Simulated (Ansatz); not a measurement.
input.yaml

```yaml
crystal:
  lattice:
    - [4.3212908972, 0.0, 0.0]
    - [0.0, 10.5849577283, 0.0]
    - [0.0, 0.0, 22.4846953882]
  atoms:
    - { symbol: Ga, position: [0.5, 0.6666666667, 0.3335602227] }
    - { symbol: Sb, position: [0.5, 0.4166666667, 0.3335602227] }
    - { symbol: Ga, position: [0.0, 0.3333333333, 0.3890401484] }
    - { symbol: Sb, position: [0.0, 0.0833333333, 0.3890401484] }
    - { symbol: Ga, position: [0.5, 0.0, 0.4445200742] }
    - { symbol: Sb, position: [0.5, 0.75, 0.4445200742] }
    - { symbol: Ga, position: [0.0, 0.6666666667, 0.5] }
    - { symbol: Sb, position: [0.0, 0.4166666667, 0.5] }
    - { symbol: Ga, position: [0.5, 0.3333333333, 0.5554799258] }
    - { symbol: Sb, position: [0.5, 0.0833333333, 0.5554799258] }
    - { symbol: Ga, position: [0.0, 0.0, 0.6109598516] }
    - { symbol: Sb, position: [0.0, 0.75, 0.6109598516] }
    - { symbol: Ga, position: [0.5, 0.6666666667, 0.6664397773] }
    - { symbol: Sb, position: [0.5, 0.4166666667, 0.6664397773] }
basis:
  ecutwfc: 420
kpoints:
  mp_grid: { grid: [8, 4, 1] }
hamiltonian:
  xc: pbesol
scf:
  occupations: { method: gaussian, width: 0.1 }
output:
  forces: true
  stress: true
  eigenvalues: true
  write_density: true
  write_potential: true
  elf: true
  volumetric_format: npy
efield:
  axis: 3
  dipole_correction: true
  ramp_width: 0.04
```

Run as
```bash
ansatz run input.yaml --threads 2 --pin off --max-ram 5120MiB --backend cpu --events-out ev --progress --plain --runs-dir out
```

Method: DFT PBEsol, scalar-relativistic, plane waves, PAW (Ansatz 0.2.0).

Part of what the program printed, abridged (iterations and final results):

```
SCF iter   1: F=—  HF=-71054.850133 eV  |F-HF|=—  |Δ(HF+E_count)|=         —  Δρ=2.12e-3  dr2=1.67e-1  ethr=1.77e-3  p=0.101 e·Å  D=1.79e-2 V/Å  ΔV_dip=-0.40 eV  dr2_dipole=3.70e-2  V_vac-E_F(+/−)=4.59/4.99 eV  ⟨swp⟩=7.1  Hψ=6949  notcnv=0  defer=31
efield: sawtooth ramp at fractional position 0.9800 (placed from the atoms, in the widest stretch of the axis that holds none; the zero of the levels goes with the place), width 0.0400; the density the first Hamiltonian is built on has a dipole p = 0.101 e·Å; the dipole correction subtracts the counter field D = 1.79e-2 V/Å, which shifts the + side's vacuum level by -0.40 eV against the − side's; the planar-averaged density in the ramp window peaks in size at 6.3e-6 e/Å³
SCF iter   2: F=—  HF=-71054.827904 eV  |F-HF|=—  |Δ(HF+E_count)|=   2.22e-2  Δρ=1.03e-3  dr2=3.64e-2  ethr=8.52e-5  p=0.127 e·Å  D=2.24e-2 V/Å  ΔV_dip=-0.50 eV  dr2_dipole=1.20e-2  V_vac-E_F(+/−)=4.46/4.96 eV  ⟨swp⟩=2.0  Hψ=3230  notcnv=0  defer=167
SCF iter   3: F=—  HF=-71054.824780 eV  |F-HF|=—  |Δ(HF+E_count)|=   3.12e-3  Δρ=3.95e-4  dr2=4.87e-3  ethr=1.86e-5  p=0.118 e·Å  D=2.08e-2 V/Å  ΔV_dip=-0.47 eV  dr2_dipole=1.34e-4  V_vac-E_F(+/−)=4.47/4.94 eV  ⟨swp⟩=2.0  Hψ=2715  notcnv=0  defer=167
SCF iter   4: F=—  HF=-71054.824653 eV  |F-HF|=—  |Δ(HF+E_count)|=   1.28e-4  Δρ=2.41e-4  dr2=1.06e-3  ethr=2.48e-6  p=0.118 e·Å  D=2.07e-2 V/Å  ΔV_dip=-0.47 eV  dr2_dipole=2.22e-6  V_vac-E_F(+/−)=4.46/4.93 eV  ⟨swp⟩=2.0  Hψ=3000  notcnv=0  defer=167
SCF iter   5: F=—  HF=-71054.824390 eV  |F-HF|=—  |Δ(HF+E_count)|=   2.63e-4  Δρ=8.26e-5  dr2=3.38e-4  ethr=5.41e-7  p=0.117 e·Å  D=2.06e-2 V/Å  ΔV_dip=-0.46 eV  dr2_dipole=1.44e-5  V_vac-E_F(+/−)=4.46/4.92 eV  ⟨swp⟩=2.0  Hψ=3000  notcnv=0  defer=167
SCF iter   6: F=—  HF=-71054.824379 eV  |F-HF|=—  |Δ(HF+E_count)|=   1.12e-5  Δρ=5.27e-5  dr2=1.29e-4  ethr=1.73e-7  p=0.116 e·Å  D=2.04e-2 V/Å  ΔV_dip=-0.46 eV  dr2_dipole=5.30e-6  V_vac-E_F(+/−)=4.46/4.92 eV  ⟨swp⟩=2.0  Hψ=2504  notcnv=0  defer=167
SCF iter   7: F=—  HF=-71054.824380 eV  |F-HF|=—  |Δ(HF+E_count)|=   9.76e-7  Δρ=3.43e-5  dr2=3.94e-5  ethr=6.57e-8  p=0.115 e·Å  D=2.02e-2 V/Å  ΔV_dip=-0.45 eV  dr2_dipole=4.51e-11  V_vac-E_F(+/−)=4.46/4.91 eV  ⟨swp⟩=2.2  Hψ=2452  notcnv=0  defer=167
SCF iter   8: F=—  HF=-71054.824341 eV  |F-HF|=—  |Δ(HF+E_count)|=   3.86e-5  Δρ=1.77e-5  dr2=9.01e-6  ethr=2.01e-8  p=0.114 e·Å  D=2.01e-2 V/Å  ΔV_dip=-0.45 eV  dr2_dipole=7.18e-8  V_vac-E_F(+/−)=4.46/4.91 eV  ⟨swp⟩=2.0  Hψ=2668  notcnv=0  defer=144
SCF iter   9: F=—  HF=-71054.824341 eV  |F-HF|=—  |Δ(HF+E_count)|=   9.38e-8  Δρ=8.73e-6  dr2=1.59e-6  ethr=4.60e-9  p=0.114 e·Å  D=2.01e-2 V/Å  ΔV_dip=-0.45 eV  dr2_dipole=2.05e-9  V_vac-E_F(+/−)=4.46/4.91 eV  ⟨swp⟩=2.0  Hψ=2551  notcnv=0  defer=144
SCF iter  10: F=—  HF=-71054.824341 eV  |F-HF|=—  |Δ(HF+E_count)|=   1.67e-7  Δρ=3.97e-6  dr2=3.77e-7  ethr=8.10e-10  p=0.114 e·Å  D=2.01e-2 V/Å  ΔV_dip=-0.45 eV  dr2_dipole=7.83e-9  V_vac-E_F(+/−)=4.46/4.91 eV  ⟨swp⟩=2.0  Hψ=2552  notcnv=0  defer=144
SCF iter  11: F=-71054.824341 eV  HF=-71054.824341 eV  |F-HF|=1.51e-8  |Δ(HF+E_count)|=   1.21e-7  Δρ=2.15e-6  dr2=8.61e-8  ethr=5.10e-11  p=0.114 e·Å  D=2.01e-2 V/Å  ΔV_dip=-0.45 eV  dr2_dipole=9.93e-12  V_vac-E_F(+/−)=4.46/4.91 eV  ⟨swp⟩=21.2  Hψ=15035  notcnv=0
SCF 1 converged in 11 iterations: F = -71054.824341 eV  dr2 = 8.61e-8
WARN: The output density's exchange-correlation potential varies sharply where the density is thin. Do not read a vacuum level from v_tot or v_xc, or from such a field of the output density. On a cell that repeats whose density bears no net charge and no dipole along the vacuum's axis use v_es (v_loc + v_h of the components); under efield.dipole_correction with no amplitude use v_es + v_field, which holds any external_charges[].barrier, or the levels of the report's work_function block, which leave it out; under a non-zero efield.amplitude the vacuum is tilted and has no level; on a cell that repeats and bears such a dipole with no correction it is tilted too, and efield.dipole_correction wi ...
SCF converged after 11 iterations
Free energy (F): -71054.824341 eV
Harris-Foulkes:  -71054.824341 eV  (|F-HF|=1.51e-8)
Internal energy: -71054.775692 eV  (E = F + TS)
E sigma→0 (E₀):  -71054.800016 eV
Entropy (-TS):   -0.048650 eV (-3.475 meV/atom)
Fermi energy:    0.021120 eV
Dipole field:    D = 0.020073 V/Å  (p = 0.114089 e·Å, saw-weighted, corrected)
Work function:   Φ+ = 4.4572 eV   Φ− = 4.9086 eV
Levels:          The Fermi level and band energies are counted from a zero that moves with the ramp; work functions are not
--- Per-component energies (eV) ---
  E_band       = -3273.372490
  E_kinetic    = 2255.575151
  E_local      = -135416.655020  (includes V_loc(G=0)·N_el)
  E_nonlocal   = 5521.043498
  E_hartree    = 65879.722240
  E_xc         = -1435.565207
  E_vxc        = -1073.516826  (∫ρ·V_xc dr)
  E_paw        = -45132.940020  (= ΣΔE_a)
  E_vpaw       = -6319.286686  (= ΣTr[D̂ρ^β])
  E_aug_tail   = -0.000779  (compensation charges beyond the density's cutoff)
  E_efield     = 0.001145  (sawtooth field / dipole correction)
  E_vefield    = 0.002290  (∫n·V_field dr)
  E_ewald      = 37265.679456
  E_core_change = 8.363844  (= ΣΔE_core)
  E_smearing   = -0.048650  (= −TS)
--- Forces (eV/Å), atoms counted from 1 ---
  atom   1  Ga     0.00000000    -0.16760744    -0.22629004
  atom   2  Sb     0.00000000    -0.33414210    -0.13301624
  atom   3  Ga     0.00000000     0.28021480    -0.07374542
  atom   4  Sb     0.00000000    -0.25637642    -0.06237321
  atom   5  Ga     0.00000000     0.24410405    -0.37209044
  atom   6  Sb     0.00000000     0.18034920     0.35896360
  atom   7  Ga     0.00000000    -0.30401934    -0.21438327
  atom   8  Sb     0.00000000    -0.03712162     0.08547907
  atom   9  Ga     0.00000000     0.46931339     0.07942481
  atom  10  Sb     0.00000000     0.26853133     0.73049998
  atom  11  Ga     0.00000000    -0.02633148    -0.57305006
  atom  12  Sb     0.00000000     0.42894986     0.68272938
  atom  13  Ga     0.00000000    -0.77208780    -0.65961128
  atom  14  Sb     0.00000000     0.02623075     0.37742293
--- Stress (GPa, compression-positive) ---
       -0.459765       0.000000       0.000000
        0.000000      -0.259770       0.065780
        0.000000       0.065780       0.300429
  P = ⅓ Tr σ = -0.1397 GPa (-1.397 kbar)
--- Band table (eV; the first three rows and the last of 15) ---
  k-point 0: bands = ["-28.8273", "-28.8042", "-28.8020", "-28.7823", "-28.7770", "-28.7028", "-28.6876", "-28.6729", "-28.6618", "-28.6601", "-28.6562", "-28.6475", "-28.6357", "-28.6176", "-28.6021", "-28.5180", "-28.5117", "-28.4951", "-28.4845", "-28.4839", "-28.3145", "-28.3009", "-28.2170", "-28.1973", "-28.1706", "-28.1637", "-28.1593", "-28.1330", "-28.1155", "-28.1155", "-28.0101", "-28.0077", "-27.9605", "-27.9191", "-27.9184", "-15.0820", "-15.0633", "-15.0489", "-15.0100", "-14.9818", "-14.9800", "-14.9694", "-14.9633", "-14.9365", "-14.9292", "-14.9256", "-14.9161", "-14.8925", "-14.8497", "-14.8454", "-14.8232", "-14.8079", "-14.7807", "-14.7547", "-14.7129", "-14.6975", "-14.6 ...
  k-point 1: bands = ["-28.8273", "-28.8042", "-28.8020", "-28.7823", "-28.7770", "-28.7028", "-28.6876", "-28.6729", "-28.6618", "-28.6601", "-28.6562", "-28.6475", "-28.6357", "-28.6176", "-28.6021", "-28.5180", "-28.5117", "-28.4951", "-28.4845", "-28.4839", "-28.3145", "-28.3009", "-28.2170", "-28.1973", "-28.1706", "-28.1637", "-28.1593", "-28.1330", "-28.1155", "-28.1155", "-28.0101", "-28.0077", "-27.9605", "-27.9191", "-27.9184", "-15.0821", "-15.0633", "-15.0489", "-15.0101", "-14.9818", "-14.9800", "-14.9694", "-14.9633", "-14.9365", "-14.9292", "-14.9256", "-14.9161", "-14.8925", "-14.8497", "-14.8454", "-14.8232", "-14.8079", "-14.7807", "-14.7547", "-14.7129", "-14.6975", "-14.6 ...
  k-point 2: bands = ["-28.8273", "-28.8042", "-28.8020", "-28.7823", "-28.7770", "-28.7028", "-28.6876", "-28.6729", "-28.6618", "-28.6601", "-28.6562", "-28.6475", "-28.6357", "-28.6176", "-28.6021", "-28.5180", "-28.5117", "-28.4951", "-28.4845", "-28.4839", "-28.3145", "-28.3009", "-28.2170", "-28.1973", "-28.1706", "-28.1637", "-28.1593", "-28.1330", "-28.1155", "-28.1155", "-28.0101", "-28.0077", "-27.9605", "-27.9191", "-27.9184", "-15.0821", "-15.0633", "-15.0489", "-15.0101", "-14.9819", "-14.9799", "-14.9694", "-14.9634", "-14.9365", "-14.9292", "-14.9256", "-14.9161", "-14.8925", "-14.8497", "-14.8454", "-14.8232", "-14.8079", "-14.7807", "-14.7547", "-14.7129", "-14.6974", "-14.6 ...
  k-point 14: bands = ["-28.8262", "-28.8037", "-28.8035", "-28.7787", "-28.7781", "-28.7012", "-28.6891", "-28.6726", "-28.6617", "-28.6584", "-28.6540", "-28.6487", "-28.6347", "-28.6154", "-28.6032", "-28.5179", "-28.5102", "-28.4966", "-28.4855", "-28.4804", "-28.3114", "-28.3018", "-28.2179", "-28.1972", "-28.1681", "-28.1652", "-28.1588", "-28.1327", "-28.1166", "-28.1131", "-28.0092", "-28.0075", "-27.9602", "-27.9202", "-27.9160", "-15.0744", "-15.0686", "-15.0566", "-15.0042", "-14.9963", "-14.9766", "-14.9694", "-14.9642", "-14.9325", "-14.9321", "-14.9271", "-14.9181", "-14.8873", "-14.8417", "-14.8333", "-14.8331", "-14.8106", "-14.7832", "-14.7531", "-14.7124", "-14.6886", "-14. ...
```

The run converged.

Time: 50 s on 2 threads of AMD EPYC 9R45 96-Core Processor (Zen 5) (shared host), peak memory 2.4 GiB.